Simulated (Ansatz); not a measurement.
Runs of Ansatz 0.2.0 on SiC (Moissanite). The structure is hexagonal, space group P6_3mc (No. 186). Conventional cell: a = 3.076 Å, b = 3.076 Å, c = 5.048 Å, α = 90.00°, β = 90.00°, γ = 120.00°. Around Si (site symmetry 3m) lie 4 C at 1.87 to 1.94 Å. Around C (site symmetry 3m) lie 4 Si at 1.87 to 1.94 Å. 

```csv
task,level,cell,k mesh,cutoff (eV),smearing,points for each segment of the path,mesh quality,gap on the mesh (eV),pressure (GPa),V0 of scaled cells (Å³/atom),relaxed volume (Å³/atom),B0 (GPa)
equation of state,PBEsol+D3(BJ),as given,10 × 10 × 5,420,fermi-dirac 0.05 eV,-,not flagged,-,-,(a),-,229
band structure,wPBEh,as given,6 × 6 × 3,420,fermi-dirac 0.05 eV,4,not flagged,(b),-0.5,-,-,-
Born charges and dielectric tensor,LDA,as given,10 × 10 × 5,420,fixed,-,not flagged,2.37,-,-,-,-
relaxation of cell and atoms,r2SCAN+D3(BJ),relaxed,10 × 10 × 5,500,fermi-dirac 0.05 eV,-,not flagged,(c),0.0,-,10.24,-
relaxation of cell and atoms,wPBEh,relaxed,5 × 5 × 3,420,fermi-dirac 0.05 eV,-,coarse,3.91,0.0,-,10.31,-
equation of state,revPBE,as given,10 × 10 × 5,420,fermi-dirac 0.05 eV,-,not flagged,-,-,10.64,-,207
relaxation of cell and atoms,rPW86-PBE+rVV10,relaxed,10 × 10 × 5,420,fermi-dirac 0.05 eV,-,not flagged,2.64,0.0,-,10.61,-
```

Alike in all rows: potentials or basis Ansatz PAW; no spin polarisation.

Task: Estimate the missing entries.

Result: (a) 10.18; (b) 3.27; (c) 2.80.

Caveats: some runs use coarse meshes; the PAW data sets come from PBE, with cores solved anew for the run's functional, which leaves a small shift of forces and pressure (some runs); odd divisions of the mesh miss points on the zone boundary, where band edges often lie, so the gap on the mesh can be too wide (some runs); the plane-wave basis is chosen anew once the cell has moved, so the energies of steps on either side of that aren't comparable (some runs); the cell was scaled at fixed shape and fractional positions, which overstates the stiffness of a crystal with free parameters, most of all of layers and chains (some runs); the thresholds are loose for stress (some runs); the dispersion damping was fitted for another functional or another form of the correction (some runs); the potentials were made for another functional, which shifts forces and pressure (some runs).

A k mesh can miss the band edges.

Runs at the PBE level aren't shown here.
